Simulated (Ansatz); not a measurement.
CaO in the rocksalt structure: a one-shot G0W0 calculation in Ansatz (G0W0@PBE with 44 empty bands, a screening cutoff of 80 eV and an 8×8×8 mesh). The geometry is the r2SCAN minimum.

The input:
```yaml
crystal:
  lattice:
    - [0.0, 2.3975501136, 2.3975501136]
    - [2.3975501136, 0.0, 2.3975501136]
    - [2.3975501136, 2.3975501136, 0.0]
  atoms:
    - { symbol: Ca, position: [0.0, 0.0, 0.0] }
    - { symbol: O, position: [0.5, 0.5, 0.5] }
kpoints:
  mp_grid: { grid: [8, 8, 8] }
hamiltonian:
  xc: pbe
scf:
  occupations: { method: fixed }
gw:
  n_empty_bands: 44
  ecut_chi: 80
  qp_bands: [v2, c2]
  qp_kpoints: band_edges
  screening: { model: contour_deformation }
```

Wall time 14 s on 1 × NVIDIA H100 80GB HBM3 with 2 threads of AMD EPYC 7R13 Processor (Zen 3), with other jobs on the host, load about 2.6 per core; peak host memory 1.3 GiB.

The log, with set-up remarks and timings taken out:
```
Pseudopotential: Ca, paw, valence charge 10, recommended cutoff 420 eV (normal)
Pseudopotential: O, paw, valence charge 6, recommended cutoff 420 eV (normal)
Functional definition: PBE
Crystal: 2 atoms, lattice volume = 27.563 Å³
Basis set: ecut = 420 eV, 537 PW (Γ)
Bands: 12, of which v1, the nominal top of the filled ones, is band 8 counted from 1 (7 counted from 0)
Symmetry: 48 space group operations
Space group: Fm-3m (ITA 225)
k-points: 29 of 512
SCF iter   1: HF=-2387.717889 eV  Δρ=4.46e-4  dr2=1.56e-5
preconditioner: auto → none  [insulator: Δε(μ)=3.651 eV  ℏωp=26.5 eV]
SCF iter   2: HF=-2387.718115 eV  Δρ=2.84e-4  dr2=6.45e-6
SCF iter   3: HF=-2387.718158 eV  Δρ=1.49e-4  dr2=4.10e-6
SCF iter   4: HF=-2387.718173 eV  Δρ=8.36e-6  dr2=4.60e-9
SCF iter   5: HF=-2387.718173 eV  Δρ=2.48e-6  dr2=6.48e-10
SCF iter   6: HF=-2387.718173 eV  Δρ=6.70e-7  dr2=7.97e-11
SCF 1 converged in 6 iterations: F = -2387.718173 eV  dr2 = 7.97e-11
Free energy (F): -2387.718173 eV
Fermi energy:    7.772309 eV
--- G₀W₀: contour deformation, 6 samples at zero and on the imaginary axis and 3 off it, 512 q-points, 44 empty bands' worth ---
    ik  band        ε_KS         Σx   Σc(E_QP)       V_xc       Z   E_QP_lin       E_QP  E_QP is
     0     7      7.7723   -25.4869     4.6152   -20.2162  0.7598     7.1112     7.1169  root
     0     8      7.7723   -25.4869     4.6152   -20.2162  0.7598     7.1112     7.1169  root
     0     9     12.5613    -7.6128    -3.9005   -12.1856  0.8344    13.2375    13.2337  root
     0    10     14.0277    -7.5725    -4.9899   -14.6046  0.8126    16.1307    16.0700  root
     1     7      7.5614   -25.1241     4.5886   -19.8614  0.7590     6.8811     6.8874  root
     1     8      7.5614   -25.1241     4.5886   -19.8614  0.7590     6.8811     6.8874  root
     1     9     13.2445    -8.2870    -3.8622   -12.9336  0.8271    14.0346    14.0290  root
     1    10     13.9874    -7.7595    -4.8611   -14.5749  0.8111    15.9968    15.9418  root
     5     7      7.6532   -25.2595     4.5931   -19.9890  0.7598     6.9697     6.9759  root
     5     8      7.6532   -25.2595     4.5931   -19.9890  0.7598     6.9697     6.9759  root
     5     9     13.3082    -8.1902    -3.9354   -12.9730  0.8273    14.1622    14.1555  root
     5    10     13.4983    -7.1289    -4.8029   -13.7902  0.8177    15.4027    15.3567  root
     6     7      7.2910   -24.6565     4.5541   -19.3817  0.7584     6.5629     6.5703  root
     6     8      7.3954   -24.8861     4.5810   -19.5982  0.7586     6.6814     6.6884  root
     6     9     13.3047    -7.1678    -4.6582   -13.5720  0.8181    15.0899    15.0508  root
     6    10     14.2836    -8.5749    -4.0996   -13.7313  0.8185    15.3526    15.3403  root
    11     7      7.1957   -24.6470     4.5934   -19.3510  0.7563     6.4859     6.4931  root
    11     8      7.4992   -24.9023     4.5457   -19.6521  0.7600     6.7880     6.7948  root
    11     9     13.8099    -7.7381    -4.7307   -14.3216  0.8117    15.7107    15.6627  root
    11    10     13.9954    -8.5339    -4.0080   -13.5111  0.8209    14.9744    14.9647  root
    12     7      7.4748   -25.0789     4.6046   -19.7566  0.7593     6.7500     6.7571  root
    12     8      7.4748   -25.0789     4.6046   -19.7566  0.7593     6.7500     6.7571  root
    12     9     12.4938    -6.5783    -4.5029   -12.6723  0.8257    14.1137    14.0848  root
    12    10     14.4527    -8.2021    -4.3344   -13.7667  0.8203    15.7004    15.6829  root
    13     7      7.1506   -24.5493     4.5695   -19.2178  0.7580     6.3802     6.3887  root
    13     8      7.2841   -24.8898     4.6180   -19.5341  0.7579     6.5385     6.5463  root
    13     9     12.4385    -6.9059    -4.3907   -12.8507  0.8241    14.0198    13.9926  root
    13    10     15.2909    -8.7456    -4.5884   -14.8705  0.8095    16.8609    16.8274  root
    14     7      6.6895   -24.0775     4.6094   -18.6430  0.7548     5.8537     5.8644  root
    14     8      6.9706   -24.5538     4.6427   -19.1524  0.7551     6.2031     6.2118  root
    14     9     13.1426    -7.6719    -4.4494   -13.7706  0.8154    14.8260    14.7919  root
    14    10     15.6756    -9.2120    -5.0316   -16.1961  0.7882    17.7034    17.6281  root
    17     7      7.4043   -25.1661     4.6467   -19.7782  0.7587     6.6553     6.6630  root
    17     8      7.4043   -25.1661     4.6467   -19.7782  0.7587     6.6553     6.6630  root
    17     9     11.7093    -6.3215    -4.2957   -12.0449  0.8308    13.1578    13.1369  root
    17    10     15.5036    -8.9199    -4.8409   -15.6015  0.8105    17.3935    17.3444  root
  […]
```

The points are ik 0 = (0, 0, 0) (Γ), ik 1 = (0, 0, 1/8), ik 5 = (0, 1/8, 1/8), ik 6 = (0, 1/8, 1/4), ik 11 = (0, 1/8, -1/8), ik 12 = (0, 1/4, 1/4), ik 13 = (0, 1/4, 3/8), ik 14 = (0, 1/4, -1/2), ik 17 = (0, 3/8, 3/8), ik 18 = (0, 3/8, -1/2), ik 19 = (0, 3/8, -3/8), ik 20 = (0, -1/2, -1/2); band 8 is the last filled one.

G0W0 moves the gap on the mesh from 3.65 eV (PBE) to 5.68 eV (Γ to k = (0, -1/2, -1/2)). Renormalisation factors Z lie between 0.75 and 0.83. The G0W0 figures hold for the stated bands, cutoff and mesh and aren't extrapolated.

Calculated for a static, non-magnetic cell.
